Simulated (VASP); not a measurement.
# Se (Pm-3m) in VASP: further runs

Aim: see how the results for Se move with the level of theory and the settings. Levels: PBE, LDA. Tasks: equation of state, single point, band structure.

All numbers are computed with VASP 6.6.1; they aren't measurements. Logs are shortened: lines on timing, memory, paths and dates and some standing lists are left out, and cuts for length are marked.

## 1. The structure

It takes space group Pm-3m (No. 221, cubic). The conventional cell has a = 2.811 Å, b = 2.811 Å, c = 2.811 Å, α = 90.00°, β = 90.00°, γ = 90.00°. Se (site symmetry m-3m) has 6 Se at 2.81 Å as nearest neighbours.

This isn't the form of Se at room conditions, which is trigonal, of chains.

## 2. Equation of state, PBE, 21.54 Å³/atom

Contents of INCAR:

```
PREC = Accurate ; ENCUT = 900
EDIFF = 1E-8 ; ISMEAR = 0
SIGMA = 0.02 ; LREAL = False
LASPH = True ; NELM = 100
ALGO = Normal ; ISIF = 2
LWAVE = False ; LCHARG = False
GGA = PE ; ADDGRID = False
```

Contents of KPOINTS:

```
regular mesh
0
Gamma
  8 8 8
```

Contents of POSCAR:

```
Se
1.0
    2.7821715534      0.0000000000      0.0000000000
    0.0000000000      2.7821715534      0.0000000000
    0.0000000000      0.0000000000      2.7821715534
Se
1
Direct
    0.0000000000      0.0000000000      0.0000000000
```

Potentials or basis: VASP PAW PBE potentials, release 64 (Se).

Launch:

```
$ cat potpaw_PBE.64/Se/POTCAR > POTCAR
$ mpirun -np 1 vasp_std > vasp.out
```

OUTCAR:

```text
PREC = Accurate
   ENCUT = 900
   EDIFF = 1E-8
   ISMEAR = 0
   LREAL = False
   LASPH = True
   NELM = 100
   ISIF = 2
   GGA = PE

 ion  position               nearest neighbor table
   1  0.000  0.000  0.000-

  LATTYP: Found a simple cubic cell.
 ALAT       =     2.7821715534

  Lattice vectors:

 A1 = (   2.7821715534,   0.0000000000,   0.0000000000)
 A2 = (   0.0000000000,   2.7821715534,   0.0000000000)
 A3 = (   0.0000000000,   0.0000000000,   2.7821715534)

Analysis of symmetry for initial positions (statically):
=====================================================================
 Subroutine PRICEL returns:
 Original cell was already a primitive cell.

 Routine SETGRP: Setting up the symmetry group for a
 simple cubic supercell.

 Subroutine GETGRP returns: Found 48 space group operations
 (whereof 48 operations were pure point group operations)
 out of a pool of 48 trial point group operations.

The static configuration has the point symmetry O_h .

Analysis of symmetry for dynamics (positions and initial velocities):
=====================================================================
 Subroutine PRICEL returns:
 Original cell was already a primitive cell.

 Routine SETGRP: Setting up the symmetry group for a
 simple cubic supercell.

 Subroutine GETGRP returns: Found 48 space group operations
 (whereof 48 operations were pure point group operations)
 out of a pool of 48 trial point group operations.

The dynamic configuration has the point symmetry O_h .

 Subroutine INISYM returns: Found 48 space group operations
 (whereof 48 operations are pure point group operations),
 and found     1 'primitive' translations

----------------------------------------------------------------------------------------

                                     Primitive cell

  volume of cell :      21.5353

  direct lattice vectors                    reciprocal lattice vectors
     2.782171553  0.000000000  0.000000000     0.359431466  0.000000000  0.000000000
     0.000000000  2.782171553  0.000000000     0.000000000  0.359431466  0.000000000
     0.000000000  0.000000000  2.782171553     0.000000000  0.000000000  0.359431466

  length of vectors
     2.782171553  2.782171553  2.782171553     0.359431466  0.359431466  0.359431466

  position of ions in fractional coordinates (direct lattice)
     0.000000000  0.000000000  0.000000000

  ion indices of the primitive-cell ions
   primitive index   ion index
[... 69 lines left out ...]
   LSORBIT =      F    spin-orbit coupling
   LASPH  =      T    aspherical Exc in radial PAW
   ENCUT  =  900.0 eV  66.15 Ry    8.13 a.u.   6.81  6.81  6.81*2*pi/ulx,y,z
   NELM   =    100;   NELMIN=  2; NELMDL= -5     # of ELM steps
   EDIFF  = 0.1E-07   stopping-criterion for ELM
   LREAL  =      F    real-space projection
   EDIFFG = 0.1E-06   stopping-criterion for IOM
   NSW    =      0    number of steps for IOM
   IBRION =     -1    ionic relax: 0-MD 1-quasi-New 2-CG
   NFREE  =      0    steps in history (QN), initial steepest desc. (CG)
   ISIF   =      2    stress and relaxation
   ISYM   =      2    0-nonsym 1-usesym 2-fastsym
   POTIM  = 0.5000    time-step for ionic-motion
   TEBEG  =    0.0;   TEEND  =   0.0 temperature during run
   PSTRESS=    0.0 pullay stress
   NELECT =       6.0000    total number of electrons
   NUPDOWN=      -1.0000    fix difference up-down
   EMIN   =  10.00;   EMAX   =-10.00  energy-range for DOS
   EFERMI =   0.00;   METHOD = LEGACY
   ISMEAR =     0;   SIGMA  =   0.02  broadening in eV -4-tet -1-fermi 0-gaus
   EFERMI_NEDOS =   21; number of points for ismear=-14 and -15
   IALGO  =     38    algorithm
   IMIX   =      4    mixing-type and parameters
     AMIX     =   0.40;   BMIX     =  1.00
     AMIX_MAG =   1.60;   BMIX_MAG =  1.00
  volume/ion in A,a.u.               =      21.54       145.33
  Fermi-wavevector in a.u.,A,eV,Ry     =   1.069239  2.020568 15.555152  1.143271
  Thomas-Fermi vector in A             =   2.204912
   LORBIT       =      0    0 simple, 1 ext, 2 COOP (PROOUT), +10 PAW based schemes
   GGA     = PE    functional components
   LHFCALC =     F    Hartree Fock is set to
   AEXX    =    0.0000 exact exchange contribution
   IVDW    =     0    specifies the selected vdW correction
   LEPSILON=     F    determine dielectric tensor
   LRPA    =     F    only Hartree local field effects (RPA)
 non-spin polarized calculation
 Gauss-broadening in eV      SIGMA  =   0.02
  energy-cutoff  :      900.00
  volume of cell :       21.54
 maximum number of plane-waves:      1357
 NGX is ok and might be reduce to    28
   NGX = 13   NGY = 13   NGZ = 13

 number of electron       6.0000001 magnetization

 Free energy of the ion-electron system (eV)
  ---------------------------------------------------
  ext. energy  EPLUGINS =         0.00000000
  ---------------------------------------------------
  free energy    TOTEN  =        -3.31357968 eV

  energy without entropy =       -3.31306234  energy(sigma->0) =       -3.31332101

 E-fermi :   5.4139     XC(G=0): -10.1328

 val. band max:        5.2511664821   @ k =   0.5000   0.5000   0.2500
 cond. band min:       5.4168605919   @ k =   0.2500   0.1250   0.0000
 fundamental gap:      0.1656941098
 Fermi energy:         5.4138846850

 k-point     1 :       0.0000    0.0000    0.0000
  band No.  band energies     occupation
      1     -11.1797      2.00000
      2       6.7639      0.00000
      3       6.7639      0.00000
      4       6.7639      0.00000
      5      12.9727      0.00000
      6      12.9727      0.00000
      7      13.4252      0.00000
[... 221 lines left out ...]
 k-point    24 :       0.5000    0.3750    0.1250
  band No.  band energies     occupation
      1      -6.9448      2.00000
      2      -0.2361      2.00000
      3       1.2059      2.00000
      4       7.7913      0.00000
      5       9.1999      0.00000
      6      17.1025      0.00000
      7      18.3778      0.00000

 [... further k-points ...]
[... 5 lines left out ...]
  --------------------------------------------------------------------------------------
  -------------------------------------------------------------------------------------
  Total        0.6432628      0.6432628      0.6432628     -0.0000000     -0.0000000      0.0000000
  in kB       47.8571998     47.8571998     47.8571998     -0.0000000     -0.0000000      0.0000000
  external PRESSURE =      47.8571998 kB  Pullay stress =       0.0000000 kB

 VOLUME and BASIS-vectors are now :
 -----------------------------------------------------------------------------
  energy-cutoff  :      900.00
  volume of cell :       21.54
      direct lattice vectors                 reciprocal lattice vectors
     2.782171553  0.000000000  0.000000000     0.359431466  0.000000000  0.000000000
     0.000000000  2.782171553  0.000000000     0.000000000  0.359431466  0.000000000
     0.000000000  0.000000000  2.782171553     0.000000000  0.000000000  0.359431466

 POSITION                                       TOTAL-FORCE (eV/Angst)
 -----------------------------------------------------------------------------------
      0.00000      0.00000      0.00000         0.000000      0.000000      0.000000
 -----------------------------------------------------------------------------------
    total drift:                                0.000000     -0.000000      0.000000

  FREE ENERGIE OF THE ION-ELECTRON SYSTEM (eV)
  ---------------------------------------------------
  free  energy   TOTEN  =        -3.3135796839 eV

  energy  without entropy=       -3.3130623380  energy(sigma->0) =       -3.31332101
```

stdout:

```text
POSCAR found type information on POSCAR Se
 POSCAR found :  1 types and       1 ions
 scaLAPACK will be used
 LDA part: xc-table for (Slater+PW92), standard interpolation
 POSCAR, INCAR and KPOINTS ok, starting setup
 FFT: planning ... GRIDC
 FFT: planning ... GRID_SOFT
 FFT: planning ... GRID
 WAVECAR not read
 entering main loop
```

It took 4.6 s on 1 thread of Intel Xeon 6975P-C (Granite Rapids), shared host; peak memory 0.16 GiB.

What came out:

| Quantity | Value |
| --- | --- |
| Free energy | -3.3136 eV |
| Pressure | 4.8 GPa |
| Band gap on the k mesh | none (metal or under the smearing width) |

## 3. Equation of state, PBE, 22.87 Å³/atom

INCAR is that of step 2.

KPOINTS is that of step 2.

Contents of POSCAR:

```
Se
1.0
    2.8383921865      0.0000000000      0.0000000000
    0.0000000000      2.8383921865      0.0000000000
    0.0000000000      0.0000000000      2.8383921865
Se
1
Direct
    0.0000000000      0.0000000000      0.0000000000
```

Potentials or basis: VASP PAW PBE potentials, release 64 (Se).

Launch:

```
$ cat potpaw_PBE.64/Se/POTCAR > POTCAR
$ mpirun -np 1 vasp_std > vasp.out
```

Wall time 4.8 s (1 thread of Intel Xeon 6975P-C (Granite Rapids), shared host); peak memory 0.15 GiB.

The run converged. Its results:

```
Free energy            : -3.3317 eV
Pressure               : -0.2 GPa
Band gap on the k mesh : none (metal or under the smearing width)
```

## 4. Equation of state, PBE, 21.54 Å³/atom

Contents of INCAR:

```
PREC = Accurate ; ENCUT = 220
EDIFF = 1E-6 ; ISMEAR = 0
SIGMA = 0.05 ; LREAL = False
LASPH = True ; NELM = 100
ALGO = Normal ; ISIF = 2
LWAVE = False ; LCHARG = False
GGA = PE ; ADDGRID = False
```

Contents of KPOINTS:

```
regular mesh
0
Gamma
  2 2 2
```

Contents of POSCAR:

```
Se
1.0
    2.7821715534      0.0000000000      0.0000000000
    0.0000000000      2.7821715534      0.0000000000
    0.0000000000      0.0000000000      2.7821715534
Se
1
Direct
    0.0000000000      0.0000000000      0.0000000000
```

Launch:

```
$ cat potpaw_PBE.64/Se/POTCAR > POTCAR
$ mpirun -np 1 vasp_std > vasp.out
```

Run time: 1 s. Hardware: 1 thread of Intel Xeon 6975P-C (Granite Rapids), shared host; peak memory 0.1 GiB.

These settings aren't checked as converged: the numbers below hold their error.

Results:

* Free energy: -2.9093 eV
* Band gap on the k mesh: none (metal or under the smearing width)

Caveat: the k mesh is coarse (spacing up to 1.13 Å⁻¹), so the values aren't converged; the cutoff is under 1.25 times the usual one of these potentials, so pressure, stress and relaxed cells hold a basis-set (Pulay) error.

## 5. Equation of state, PBE, 22.87 Å³/atom

INCAR is that of step 4.

KPOINTS is that of step 4.

Contents of POSCAR:

```
Se
1.0
    2.8383921865      0.0000000000      0.0000000000
    0.0000000000      2.8383921865      0.0000000000
    0.0000000000      0.0000000000      2.8383921865
Se
1
Direct
    0.0000000000      0.0000000000      0.0000000000
```

Launch:

```
$ cat potpaw_PBE.64/Se/POTCAR > POTCAR
$ mpirun -np 1 vasp_std > vasp.out
```

Wall time 1 s (1 thread of Intel Xeon 6975P-C (Granite Rapids), shared host); peak memory 0.1 GiB.

The run converged, but some of its settings lie outside the range that counts as converged, so its numbers aren't taken as properties of the crystal.

Results:

- Free energy: -2.9360 eV
- Band gap on the k mesh: none (metal or under the smearing width)

Caveat: the k mesh is coarse (spacing up to 1.11 Å⁻¹), so the values aren't converged; the cutoff is under 1.25 times the usual one of these potentials, so pressure, stress and relaxed cells hold a basis-set (Pulay) error.

## 6. Equation of state, PBE, 21.54 Å³/atom

INCAR: that of step 5 with these lines changed.

```diff
@@ -1,2 +1,2 @@
-PREC = Accurate ; ENCUT = 220
+PREC = Accurate ; ENCUT = 340
 EDIFF = 1E-6 ; ISMEAR = 0
```

KPOINTS is that of step 5.

Contents of POSCAR:

```
Se
1.0
    2.7821715534      0.0000000000      0.0000000000
    0.0000000000      2.7821715534      0.0000000000
    0.0000000000      0.0000000000      2.7821715534
Se
1
Direct
    0.0000000000      0.0000000000      0.0000000000
```

Potentials or basis: VASP PAW PBE potentials, release 64 (Se).

Launch:

```
$ cat potpaw_PBE.64/Se/POTCAR > POTCAR
$ mpirun -np 1 vasp_std > vasp.out
```

Wall time 1 s (1 thread of Intel Xeon 6975P-C (Granite Rapids), shared host); peak memory 0.11 GiB.

These settings aren't checked as converged: the numbers below hold their error.

What came out:

* Free energy: -2.9071 eV
* Pressure: -2.8 GPa
* Band gap on the k mesh: none (metal or under the smearing width)

Caveat: the k mesh is coarse (spacing up to 1.13 Å⁻¹), so the values aren't converged.

## 7. Equation of state, PBE, 22.87 Å³/atom

INCAR is that of step 6.

KPOINTS is that of step 6.

Contents of POSCAR:

```
Se
1.0
    2.8383921865      0.0000000000      0.0000000000
    0.0000000000      2.8383921865      0.0000000000
    0.0000000000      0.0000000000      2.8383921865
Se
1
Direct
    0.0000000000      0.0000000000      0.0000000000
```

Launch:

```
$ cat potpaw_PBE.64/Se/POTCAR > POTCAR
$ mpirun -np 1 vasp_std > vasp.out
```

Wall time 1.1 s (1 thread of Intel Xeon 6975P-C (Granite Rapids), shared host); peak memory 0.11 GiB.

These settings aren't checked as converged: the numbers below hold their error.

What came out:

```yaml
Free_energy: -2.9365 eV
Pressure: 10.2 GPa
Band_gap_on_the_k_mesh: none (metal or under the smearing width)
```

Caveat: the k mesh is coarse (spacing up to 1.11 Å⁻¹), so the values aren't converged.

## 8. Equation of state, PBE, 21.54 Å³/atom

INCAR: that of step 7 with these lines changed.

```diff
@@ -1,2 +1,2 @@
-PREC = Accurate ; ENCUT = 340
+PREC = Accurate ; ENCUT = 400
 EDIFF = 1E-6 ; ISMEAR = 0
```

KPOINTS is that of step 7.

Contents of POSCAR:

```
Se
1.0
    2.7821715534      0.0000000000      0.0000000000
    0.0000000000      2.7821715534      0.0000000000
    0.0000000000      0.0000000000      2.7821715534
Se
1
Direct
    0.0000000000      0.0000000000      0.0000000000
```

Launch:

```
$ cat potpaw_PBE.64/Se/POTCAR > POTCAR
$ mpirun -np 1 vasp_std > vasp.out
```

It took 1.1 s on 1 thread of Intel Xeon 6975P-C (Granite Rapids), shared host; peak memory 0.11 GiB.

These settings aren't checked as converged: the numbers below hold their error.

Results:

```
Free energy            : -2.9068 eV
Pressure               : -2.8 GPa
Band gap on the k mesh : none (metal or under the smearing width)
```

Caveat: the k mesh is coarse (spacing up to 1.13 Å⁻¹), so the values aren't converged.

## 9. Equation of state, PBE, 22.87 Å³/atom

INCAR is that of step 8.

KPOINTS is that of step 8.

Contents of POSCAR:

```
Se
1.0
    2.8383921865      0.0000000000      0.0000000000
    0.0000000000      2.8383921865      0.0000000000
    0.0000000000      0.0000000000      2.8383921865
Se
1
Direct
    0.0000000000      0.0000000000      0.0000000000
```

Potentials or basis: VASP PAW PBE potentials, release 64 (Se).

Launch:

```
$ cat potpaw_PBE.64/Se/POTCAR > POTCAR
$ mpirun -np 1 vasp_std > vasp.out
```

Run time: 1.4 s. Hardware: 1 thread of Intel Xeon 6975P-C (Granite Rapids), shared host; peak memory 0.11 GiB.

These settings aren't checked as converged: the numbers below hold their error.

What came out:

```
Free energy            : -2.9364 eV
Pressure               : 10.2 GPa
Band gap on the k mesh : none (metal or under the smearing width)
```

Caveat: the k mesh is coarse (spacing up to 1.11 Å⁻¹), so the values aren't converged.

## 10. Equation of state, PBE, 21.54 Å³/atom

INCAR: that of step 9 with these lines changed.

```diff
@@ -1,2 +1,2 @@
-PREC = Accurate ; ENCUT = 400
+PREC = Accurate ; ENCUT = 460
 EDIFF = 1E-6 ; ISMEAR = 0
```

KPOINTS is that of step 9.

Contents of POSCAR:

```
Se
1.0
    2.7821715534      0.0000000000      0.0000000000
    0.0000000000      2.7821715534      0.0000000000
    0.0000000000      0.0000000000      2.7821715534
Se
1
Direct
    0.0000000000      0.0000000000      0.0000000000
```

Launch:

```
$ cat potpaw_PBE.64/Se/POTCAR > POTCAR
$ mpirun -np 1 vasp_std > vasp.out
```

It took 1.2 s on 1 thread of Intel Xeon 6975P-C (Granite Rapids), shared host; peak memory 0.12 GiB.

The run converged, but some of its settings lie outside the range that counts as converged, so its numbers aren't taken as properties of the crystal.

Results:

| Quantity | Value |
| --- | --- |
| Free energy | -2.9069 eV |
| Pressure | -2.7 GPa |
| Band gap on the k mesh | none (metal or under the smearing width) |

Caveat: the k mesh is coarse (spacing up to 1.13 Å⁻¹), so the values aren't converged.

## 11. Equation of state, PBE, 22.87 Å³/atom

INCAR is that of step 10.

KPOINTS is that of step 10.

Contents of POSCAR:

```
Se
1.0
    2.8383921865      0.0000000000      0.0000000000
    0.0000000000      2.8383921865      0.0000000000
    0.0000000000      0.0000000000      2.8383921865
Se
1
Direct
    0.0000000000      0.0000000000      0.0000000000
```

Launch:

```
$ cat potpaw_PBE.64/Se/POTCAR > POTCAR
$ mpirun -np 1 vasp_std > vasp.out
```

Wall time 1.4 s (1 thread of Intel Xeon 6975P-C (Granite Rapids), shared host); peak memory 0.11 GiB.

The run converged, but some of its settings lie outside the range that counts as converged, so its numbers aren't taken as properties of the crystal.

Results:

| Quantity | Value |
| --- | --- |
| Free energy | -2.9363 eV |
| Pressure | 10.2 GPa |
| Band gap on the k mesh | none (metal or under the smearing width) |

Caveat: the k mesh is coarse (spacing up to 1.11 Å⁻¹), so the values aren't converged.

## 12. Equation of state, PBE, 21.54 Å³/atom

INCAR: that of step 11 with these lines changed.

```diff
@@ -1,2 +1,2 @@
-PREC = Accurate ; ENCUT = 460
+PREC = Accurate ; ENCUT = 220
 EDIFF = 1E-6 ; ISMEAR = 0
```

Contents of KPOINTS:

```
regular mesh
0
Gamma
  3 3 3
```

Contents of POSCAR:

```
Se
1.0
    2.7821715534      0.0000000000      0.0000000000
    0.0000000000      2.7821715534      0.0000000000
    0.0000000000      0.0000000000      2.7821715534
Se
1
Direct
    0.0000000000      0.0000000000      0.0000000000
```

Potentials or basis: VASP PAW PBE potentials, release 64 (Se).

Launch:

```
$ cat potpaw_PBE.64/Se/POTCAR > POTCAR
$ mpirun -np 1 vasp_std > vasp.out
```

It took 1.3 s on 1 thread of Intel Xeon 6975P-C (Granite Rapids), shared host; peak memory 0.1 GiB.

The run converged, but some of its settings lie outside the range that counts as converged, so its numbers aren't taken as properties of the crystal.

What came out:

```yaml
Free_energy: -4.6590 eV
Band_gap_on_the_k_mesh: none (metal or under the smearing width)
```

Caveat: the k mesh is coarse (spacing up to 0.75 Å⁻¹), so the values aren't converged; the cutoff is under 1.25 times the usual one of these potentials, so pressure, stress and relaxed cells hold a basis-set (Pulay) error.

## 13. Equation of state, PBE, 22.87 Å³/atom

INCAR is that of step 12.

KPOINTS is that of step 12.

Contents of POSCAR:

```
Se
1.0
    2.8383921865      0.0000000000      0.0000000000
    0.0000000000      2.8383921865      0.0000000000
    0.0000000000      0.0000000000      2.8383921865
Se
1
Direct
    0.0000000000      0.0000000000      0.0000000000
```

Launch:

```
$ cat potpaw_PBE.64/Se/POTCAR > POTCAR
$ mpirun -np 1 vasp_std > vasp.out
```

Run time: 1.2 s. Hardware: 1 thread of Intel Xeon 6975P-C (Granite Rapids), shared host; peak memory 0.1 GiB.

The run converged, but some of its settings lie outside the range that counts as converged, so its numbers aren't taken as properties of the crystal.

What came out:

```
Free energy            : -4.5908 eV
Band gap on the k mesh : none (metal or under the smearing width)
```

Caveat: the k mesh is coarse (spacing up to 0.74 Å⁻¹), so the values aren't converged; the cutoff is under 1.25 times the usual one of these potentials, so pressure, stress and relaxed cells hold a basis-set (Pulay) error.

## 14. Equation of state, PBE, 21.54 Å³/atom

INCAR: that of step 13 with these lines changed.

```diff
@@ -1,2 +1,2 @@
-PREC = Accurate ; ENCUT = 220
+PREC = Accurate ; ENCUT = 520
 EDIFF = 1E-6 ; ISMEAR = 0
```

Contents of KPOINTS:

```
regular mesh
0
Gamma
  2 2 2
```

Contents of POSCAR:

```
Se
1.0
    2.7821715534      0.0000000000      0.0000000000
    0.0000000000      2.7821715534      0.0000000000
    0.0000000000      0.0000000000      2.7821715534
Se
1
Direct
    0.0000000000      0.0000000000      0.0000000000
```

Launch:

```
$ cat potpaw_PBE.64/Se/POTCAR > POTCAR
$ mpirun -np 1 vasp_std > vasp.out
```

Run time: 1.4 s. Hardware: 1 thread of Intel Xeon 6975P-C (Granite Rapids), shared host; peak memory 0.12 GiB.

The run converged, but some of its settings lie outside the range that counts as converged, so its numbers aren't taken as properties of the crystal.

What came out:

```
Free energy            : -2.9070 eV
Pressure               : -2.7 GPa
Band gap on the k mesh : none (metal or under the smearing width)
```

Caveat: the k mesh is coarse (spacing up to 1.13 Å⁻¹), so the values aren't converged.

(Continued in part 2 of 6.)
